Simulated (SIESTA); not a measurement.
Crystal: W.

```
W
1.0
    -1.58234    1.58234    1.58234
     1.58234   -1.58234    1.58234
     1.58234    1.58234   -1.58234
W
1
Direct
  0.00000 0.00000 0.00000
```

| Quantity | Value |
| --- | --- |
| Program | SIESTA 5.4.2 |
| Task | single point |
| Functional | PBEsol |
| Potentials or basis | PseudoDojo 0.4 standard (PBEsol files) |
| Basis | DZP (energy shift 0.003 Ry; two zetas on semicore shells) |
| Grid cutoff | 800 Ry |
| Energy shift | 0.003 Ry |
| k mesh | 12 × 12 × 12 |
| Occupations | fermi-dirac, width 0.05 eV |
| Spin | no spin polarisation |

On this cell: pressure 0.9 GPa; band gap on the k mesh none (metal or under the smearing width).

The same run follows on a disturbed copy (cell strained at random at fixed volume):

```
CELL_PARAMETERS angstrom
-1.54480 1.61508 1.63102
1.57115 -1.54525 1.58754
1.54570 1.54614 -1.56120
ATOMIC_POSITIONS crystal
W 0.01093 0.00770 0.02297
```

What changes?

The energy (extrapolated to zero smearing) moves by +24.7 meV/atom; pressure 1.3 GPa; band gap on the k mesh none (metal or under the smearing width).

Stress tensor (GPa, compression positive):
```
 7.24  0.67 -2.27
 0.67  1.08 -6.91
-2.27 -6.91 -4.50
```

Caveats: short orbitals over semicore shells can move pressures by several GPa; the basis of atomic orbitals isn't converged, which shifts pressures, moduli and gaps.
